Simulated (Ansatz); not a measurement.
# FeGe: a prediction, then the measurements

These are results of DFT PBE, scalar-relativistic, plane waves, PAW in Ansatz 0.2.0, not measurements.

Plane waves to 420 eV, a k mesh through Γ of 12×12×10 on the computed 6-atom cell and Gaussian smearing (0.10 eV); collinear spin from starting moments 1.6 1.6 1.6 0.0 0.0 0.0 μB.

Relaxed structure:

```
Fe Ge
1.0
     4.95908    0.00000    0.00000
    -2.47954    4.29469    0.00000
     0.00000    0.00000    4.05421
Fe Ge
3 3
Direct
  0.50000 0.00000 0.00000
  0.50000 0.50000 0.00000
  0.00000 0.50000 0.00000
  0.00000 0.00000 0.00000
  0.33333 0.66667 0.50000
  0.66667 0.33333 0.50000
```

```json
{
 "Space group": "P6/mmm (No. 191)",
 "Volume per atom": "14.39 Å³",
 "Formation energy from the elements' standard states (uncorrected)": "-0.122 eV/atom",
 "Kohn–Sham band gap": "none (metal)",
 "Density of states at the Fermi level": "4.4 states/eV per cell",
 "Orbital (Löwdin) character within 0.5 eV of the Fermi level": "Fe 3d 82 %, Ge 4p 13 %",
 "Bader charge by site (e)": "Fe (3 in the cell) 0.02, Ge (1 in the cell) -0.01, Ge (2 in the cell) -0.03",
 "Total moment": "4.14 μB per cell",
 "Moment by site (μB)": "Fe1 1.46, Fe2 1.46, Fe3 1.46, Ge4 -0.07, Ge5 -0.04, Ge6 -0.04"
}
```

Only this magnetic start was tried.

**Against measurements.**

A measured lattice constant a of FeGe is 4.98515 Å (15 K; powder; “Fantastic flat bands and where to find them: The CoSn-type compounds”, 2020, arxiv:2005.14119); the calculated 4.959 Å falls short of it by 0.5 %. The calculation is for 0 K without zero-point motion.

It was relaxed from a Materials Project cell. Löwdin shares on free-atom orbitals overweight diffuse shells.
